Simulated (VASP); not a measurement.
# KCl (P1) in VASP: further runs

The runs below take KCl through single point, with PBEsol.

Everything below comes from runs of VASP 6.6.1. Logs are shortened: lines on timing, memory, paths and dates and some standing lists are left out, and cuts for length are marked.

### 1 The cell of the first run

The typed cell holds 4 atoms: a = 4.413 Å, b = 4.413 Å, c = 7.644 Å, α = 73.22°, β = 73.22°, γ = 60.00°.

### 2 Single point, PBEsol (mode 4 frozen in at -0.272 Å and mode 9 at -0.090 Å (largest displacements))

File INCAR:

```
SYSTEM = KCl
PREC = Accurate
ENCUT = 520
EDIFF = 1E-6
ISMEAR = 0
SIGMA = 0.05
LREAL = .False.
LASPH = .True.
NELM = 100
ALGO = Fast
ISIF = 2
LWAVE = .False.
LCHARG = .False.
GGA = PS
NBANDS = 24
```

File KPOINTS:

```
regular mesh
0
Gamma
  6 6 6
  0 0 0
```

File POSCAR:

```
KCl
1.0
    0.0000000000     -3.1207041401     -3.1207041401
   -3.1207041401      0.0000000000     -3.1207041401
    3.1207041401      3.1207041401     -6.2414082803
K Cl
2 2
Direct
    0.4668439735      0.5614035137      0.4934919065
    0.0722045878      0.9255802992     -0.0065080935
    0.7284663983      0.7571778672      0.7571778672
    0.2284663983      0.2571778672      0.2571778672
```

Potentials or basis: VASP PAW PBE potentials, release 64 (K_sv, Cl).

Started as:

```sh
> cat potpaw_PBE.64/K_sv/POTCAR potpaw_PBE.64/Cl/POTCAR > POTCAR
> mpirun -np 1 vasp_std > vasp.out
```

OUTCAR:

```text
SYSTEM = KCl
   PREC = Accurate
   ENCUT = 520
   EDIFF = 1E-6
   ISMEAR = 0
   LREAL = .False.
   LASPH = .True.
   NELM = 100
   ISIF = 2
   GGA = PS

 ion  position               nearest neighbor table
   1  0.467  0.561  0.493-   4 2.91   3 3.08   4 3.12   3 3.13   4 3.18
   2  0.072  0.926  0.993-   3 2.79   4 2.93   3 3.10   4 3.19
   3  0.728  0.757  0.757-   2 2.79   1 3.08   2 3.10   1 3.13
   4  0.228  0.257  0.257-   1 2.91   2 2.93   1 3.12   1 3.18   2 3.19

  LATTYP: Found a trigonal (rhomboedric) cell.
 ALAT       =     7.6441327815
 COS(alpha) =     0.8333333333

  Lattice vectors:

 A1 = (   3.1207041401,   6.2414082802,  -3.1207041402)
 A2 = (   6.2414082802,   3.1207041401,  -3.1207041402)
 A3 = (   3.1207041401,   3.1207041401,  -6.2414082803)

Analysis of symmetry for initial positions (statically):
=====================================================================
 Subroutine PRICEL returns:
 Original cell was already a primitive cell.

 Routine SETGRP: Setting up the symmetry group for a
 trigonal (rhombohedral) supercell.

 Subroutine GETGRP returns: Found  1 space group operations
 (whereof  1 operations were pure point group operations)
 out of a pool of 12 trial point group operations.

The static configuration has the point symmetry C_1 .

Analysis of symmetry for dynamics (positions and initial velocities):
=====================================================================
 Subroutine PRICEL returns:
 Original cell was already a primitive cell.

 Routine SETGRP: Setting up the symmetry group for a
 trigonal (rhombohedral) supercell.

 Subroutine GETGRP returns: Found  1 space group operations
 (whereof  1 operations were pure point group operations)
 out of a pool of 12 trial point group operations.

The dynamic configuration has the point symmetry C_1 .

 Subroutine INISYM returns: Found  1 space group operations
 (whereof  1 operations are pure point group operations),
 and found     1 'primitive' translations

----------------------------------------------------------------------------------------

                                     Primitive cell

  volume of cell :     121.5676

  direct lattice vectors                    reciprocal lattice vectors
     0.000000000 -3.120704140 -3.120704140     0.080110125 -0.240330376 -0.080110125
    -3.120704140  0.000000000 -3.120704140    -0.240330376  0.080110125 -0.080110125
[... 90 lines left out ...]
   LREAL  =      F    real-space projection
   EDIFFG = 0.1E-04   stopping-criterion for IOM
   NSW    =      0    number of steps for IOM
   IBRION =     -1    ionic relax: 0-MD 1-quasi-New 2-CG
   NFREE  =      0    steps in history (QN), initial steepest desc. (CG)
   ISIF   =      2    stress and relaxation
   ISYM   =      2    0-nonsym 1-usesym 2-fastsym
   POTIM  = 0.5000    time-step for ionic-motion
   TEBEG  =    0.0;   TEEND  =   0.0 temperature during run
   PSTRESS=    0.0 pullay stress
   NELECT =      32.0000    total number of electrons
   NUPDOWN=      -1.0000    fix difference up-down
   EMIN   =  10.00;   EMAX   =-10.00  energy-range for DOS
   EFERMI =   0.00;   METHOD = LEGACY
   ISMEAR =     0;   SIGMA  =   0.05  broadening in eV -4-tet -1-fermi 0-gaus
   EFERMI_NEDOS =   21; number of points for ismear=-14 and -15
   IALGO  =     68    algorithm
   IMIX   =      4    mixing-type and parameters
     AMIX     =   0.40;   BMIX     =  1.00
     AMIX_MAG =   1.60;   BMIX_MAG =  1.00
  volume/ion in A,a.u.               =      30.39       205.09
  Fermi-wavevector in a.u.,A,eV,Ry     =   1.049185  1.982673 14.977157  1.100790
  Thomas-Fermi vector in A             =   2.184138
   LORBIT       =      0    0 simple, 1 ext, 2 COOP (PROOUT), +10 PAW based schemes
   GGA     = PS    functional components
   LHFCALC =     F    Hartree Fock is set to
   AEXX    =    0.0000 exact exchange contribution
   IVDW    =     0    specifies the selected vdW correction
   LEPSILON=     F    determine dielectric tensor
   LRPA    =     F    only Hartree local field effects (RPA)
 non-spin polarized calculation
 RMM-DIIS sequential band-by-band and
 Gauss-broadening in eV      SIGMA  =   0.05
  energy-cutoff  :      520.00
  volume of cell :      121.57
 maximum number of plane-waves:      3292
 NGX is ok and might be reduce to    36
   NGX = 17   NGY = 17   NGZ = 29

 number of electron      32.0000001 magnetization

 Free energy of the ion-electron system (eV)
  ---------------------------------------------------
  ext. energy  EPLUGINS =         0.00000000
  ---------------------------------------------------
  free energy    TOTEN  =       -13.88390166 eV

  energy without entropy =      -13.88390166  energy(sigma->0) =      -13.88390166

 E-fermi :  -1.5031     XC(G=0):  -7.8081

 val. band max:       -1.8284944507   @ k =   0.0000   0.0000   0.0000
 cond. band min:       3.2835425246   @ k =   0.0000   0.0000   0.0000
 fundamental gap:      5.1120369753
 Fermi energy:        -1.5031441780

 k-point     1 :       0.0000    0.0000    0.0000
  band No.  band energies     occupation
      1     -28.7812      2.00000
      2     -28.7409      2.00000
      3     -14.1789      2.00000
      4     -13.9696      2.00000
      5     -12.3246      2.00000
      6     -12.3194      2.00000
[... 637 lines left out ...]
     23       8.2877      0.00000
     24       8.8164      0.00000

 [... further k-points ...]

------------------------ aborting loop because EDIFF is reached ----------------------------------------

  FORCE on cell =-STRESS in cart. coord.  units (eV):
  Direction    XX          YY          ZZ          XY          YZ          ZX
  --------------------------------------------------------------------------------------
  -------------------------------------------------------------------------------------
  Total        0.8503582      1.1720835      0.0115130      0.2275592      0.0087537     -0.0763509
  in kB       11.2071371     15.4472566      0.1517335      2.9990738      0.1153680     -1.0062522
  external PRESSURE =       8.9353757 kB  Pullay stress =       0.0000000 kB

 VOLUME and BASIS-vectors are now :
 -----------------------------------------------------------------------------
  energy-cutoff  :      520.00
  volume of cell :      121.57
      direct lattice vectors                 reciprocal lattice vectors
     0.000000000 -3.120704140 -3.120704140     0.080110125 -0.240330376 -0.080110125
    -3.120704140  0.000000000 -3.120704140    -0.240330376  0.080110125 -0.080110125
     3.120704140  3.120704140 -6.241408280     0.080110125  0.080110125 -0.080110125

 POSITION                                       TOTAL-FORCE (eV/Angst)
 -----------------------------------------------------------------------------------
     -0.21193      0.08316     -6.28894         0.354907     -0.014120      0.065945
      0.21193      2.87507     -9.31458        -0.291202      0.618235     -0.053035
      0.00000      0.08960     -9.36211        -0.033600     -0.533851     -0.023034
      0.00000      0.08960     -3.12070        -0.030105     -0.070264      0.010124
 -----------------------------------------------------------------------------------
    total drift:                               -0.000063     -0.002433      0.000025

  FREE ENERGIE OF THE ION-ELECTRON SYSTEM (eV)
  ---------------------------------------------------
  free  energy   TOTEN  =       -13.8839016623 eV

  energy  without entropy=      -13.8839016623  energy(sigma->0) =      -13.88390166
```

It took 5.1 min on 1 thread of Intel Xeon Platinum 8488C (Sapphire Rapids), shared host; peak memory 0.43 GiB.

What came out:

| Quantity | Value |
| --- | --- |
| Free energy | -13.8839 eV |
| Pressure | 0.9 GPa |
| Largest force | 0.685 eV/Å |
| Band gap on the k mesh | 5.11 eV, direct |

Forces in eV/Å, atoms in the order of the input:
```
K    0.355 -0.014  0.066
K   -0.291  0.618 -0.053
Cl  -0.034 -0.534 -0.023
Cl  -0.030 -0.070  0.010
```

Stress tensor (GPa, compression positive):
```
 1.12  0.30 -0.10
 0.30  1.54  0.01
-0.10  0.01  0.02
```

Caveat: the PAW data sets were made with another functional, which shifts forces and pressure a little. A k mesh can miss the band edges.

### 3 Single point, PBEsol (mode 4 frozen in at +0.000 Å and mode 9 at -0.112 Å (largest displacements))

File INCAR:

```
SYSTEM = KCl
PREC     = Accurate       ! precision mode
ENCUT    = 520            ! plane-wave cutoff, eV
EDIFF    = 1E-7           ! SCF threshold, eV
ISMEAR   = 0              ! smearing method
SIGMA    = 0.05           ! smearing width, eV
LREAL    = .False.        ! projectors in reciprocal space
LASPH    = .True.         ! aspherical terms in the spheres
NELM     = 80             ! most SCF steps
ALGO     = Fast           ! electronic algorithm
ISIF     = 2              ! what is computed and relaxed
LWAVE    = .False.        ! write WAVECAR
LCHARG   = .True.         ! write CHGCAR
GGA      = PS             ! functional
LELF     = .True.         ! ELF
LVHAR    = .True.       
NBANDS   = 24             ! bands
```

KPOINTS is that of step 2.

File POSCAR:

```
KCl
1.0
    0.0000000000     -3.1207041401     -3.1207041401
   -3.1207041401      0.0000000000     -3.1207041401
    3.1207041401      3.1207041401     -6.2414082803
K Cl
2 2
Direct
    0.5244053508      0.4918648831      0.4918648831
    0.0244053508      0.9918648831     -0.0081351169
    0.7230829979      0.7589723340      0.7589723340
    0.2230829979      0.2589723340      0.2589723340
```

Potentials or basis: VASP PAW PBE potentials, release 64 (K_sv, Cl).

Started as:

```sh
> cat potpaw_PBE.64/K_sv/POTCAR potpaw_PBE.64/Cl/POTCAR > POTCAR
> mpirun -np 1 vasp_std > vasp.out
```

Run time: 3.8 min. Hardware: 1 thread of Intel Xeon Platinum 8488C (Sapphire Rapids), shared host; peak memory 0.36 GiB.

The run converged. Its results:

* Free energy: -13.9799 eV
* Pressure: 0.4 GPa
* Largest force: 0.335 eV/Å
* Band gap on the k mesh: 5.11 eV

Forces on the atoms (eV/Å):
```
K    0.000  0.335  0.000
K    0.000  0.335  0.000
Cl   0.000 -0.335  0.000
Cl   0.000 -0.335  0.000
```

Stress tensor (GPa, compression positive):
```
-0.01  0.00  0.00
 0.00  1.30  0.00
 0.00  0.00 -0.01
```

Levels at points of the mesh, in eV from the valence-band top:
```
           k point  band 13  band 14  band 15  band 16  band 17  band 18  band 19  band 20
(0.00, 0.00, 0.00)    -0.33     0.00     0.00     0.00     5.11     7.48     8.35     8.37
(0.50, 0.00, 0.00)    -0.40    -0.40    -0.28    -0.28     7.29     7.29     8.17     8.17
(0.00, 0.50, 0.00)    -0.42    -0.42    -0.28    -0.28     7.30     7.30     8.26     8.26
(0.50, 0.50, 0.00)    -0.34    -0.33    -0.25    -0.21     6.46     7.48     8.30     8.58
(0.50, 0.00, 0.50)    -0.34    -0.33    -0.22    -0.22     6.40     7.48     8.37     8.58
(0.00, 0.00, 0.50)    -0.18    -0.18    -0.17    -0.17     6.40     6.40     8.08     8.08
```

Caveat: the PAW data sets were made with another functional, which shifts forces and pressure a little. A k mesh can miss the band edges.
